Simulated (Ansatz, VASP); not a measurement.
# One calculation of Ge, 3 ways

The starting cell:

```
Ge
1.0
     0.00000    2.82891    2.82891
     2.82891    0.00000    2.82891
     2.82891    2.82891    0.00000
Ge
2
Direct
  0.75000 0.75000 0.75000
  0.50000 0.50000 0.50000
```

Alike in all runs: task relaxation of cell and atoms; functional PBE; dispersion D3(BJ); k mesh 8 × 8 × 8; occupations fermi-dirac, width 0.05 eV; no spin polarisation; no spin-orbit coupling.

```csv
program and potentials,plane-wave cutoff (eV),notes,equilibrium volume (Å³/atom)
"Ansatz, Ansatz PAW",420,-,23.15
"VASP, PBE PAW files Ge_d, 600 eV",600,-,23.15
"Ansatz, all-electron LAPW, scalar-relativistic",-,-,23.15
```

All agree on the equilibrium volume. Relaxations stop with a little pressure left, so the last digit of a volume isn't settled.

The functional is the same throughout but for its coding, so the spread measures potentials, basis and numerics; runs on potential files found faulty are left out.

The three calculations give the same equilibrium volume for diamond-structure germanium, 23.15 Å³/atom, so the frozen cores and projectors of the two PAW descriptions introduce no visible error against the all-electron result. That volume is set by the balance between directional sp³ bonding and the repulsion of the closed shells, including the filled 3d shell just below the valence states.

The relaxed cell is slightly larger than the starting one, whose lattice constant is close to the measured value. This expansion is common to all three runs and so probably belongs to the shared physical model. PBE usually makes covalent bonds between heavier main-group atoms too long, and the pairwise dispersion attraction normally shortens them; the remaining excess may reflect either the semilocal description of the bond or the strength of the dispersion term. Zero-point and thermal motion, absent from a static relaxation, would enlarge the cell further and so cannot explain the difference. Agreement on the volume alone does not establish equal compressibilities or band energies, which probe other features of the potentials.
